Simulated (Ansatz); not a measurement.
All numbers below come from DFT PBE, scalar-relativistic, plane waves, PAW (Ansatz 0.2.0). Cutoff 420 eV, Γ-centred meshes of about 0.25 Å⁻¹ or finer for metals and 0.3 Å⁻¹ for insulators (2π included), Gaussian smearing. No spin polarisation.

All energies are static (0 K, no zero-point motion).

Two forms of Hf4C were relaxed alike.

1.

```yaml
crystal:
  lattice:
    - [-2.27984, 2.27984, 4.63283]
    - [2.27984, -2.27984, 4.63283]
    - [2.27984, 2.27984, -4.63283]
  atoms:
    - { symbol: Hf, position: [0.75998, 0.75998, 0.00000] }
    - { symbol: Hf, position: [0.50000, 0.00000, 0.50000] }
    - { symbol: Hf, position: [0.00000, 0.50000, 0.50000] }
    - { symbol: Hf, position: [0.24002, 0.24002, 0.00000] }
    - { symbol: C, position: [0.00000, 0.00000, 0.00000] }
```

2.

```yaml
crystal:
  lattice:
    - [3.24760, 0.00000, 0.00000]
    - [-1.62380, 2.81250, 0.00000]
    - [0.00000, 0.00000, 10.36369]
  atoms:
    - { symbol: Hf, position: [0.66667, 0.33333, 0.87576] }
    - { symbol: Hf, position: [0.33333, 0.66667, 0.12424] }
    - { symbol: Hf, position: [0.66667, 0.33333, 0.38196] }
    - { symbol: Hf, position: [0.33333, 0.66667, 0.61804] }
    - { symbol: C, position: [0.00000, 0.00000, 0.00000] }
```

**Question.** Which is lower in energy, and by how much?

**Answer.** Cell 2 is lower, by 81 meV/atom. Cell 1 has space group I4/mmm (No. 139), 19.3 Å³/atom and no gap on its mesh; cell 2 has space group P-3m1 (No. 164), 18.9 Å³/atom and no gap. In cell 1, Hf on a site of symmetry 4mm is surrounded by 1 C at 2.22 Å and 12 Hf at 3.18–3.32 Å; Hf on a site of symmetry mmm has 2 C at 2.28 Å and 12 Hf at 3.18–3.32 Å; around C lie 6 Hf at 2.22–2.28 Å. In cell 2, Hf on its first site is surrounded by 3 C at 2.27 Å and 12 Hf at 3.19–3.26 Å; Hf on its second site has 12 Hf at 3.08–3.26 Å; C has 6 Hf at 2.27 Å. Both come from trial cells of a structure search.

Spin–orbit coupling, which can matter for Hf, is left out. With atoms moved at random, cell 2 came back. Cell 1 had no clear such test and can be a saddle point.
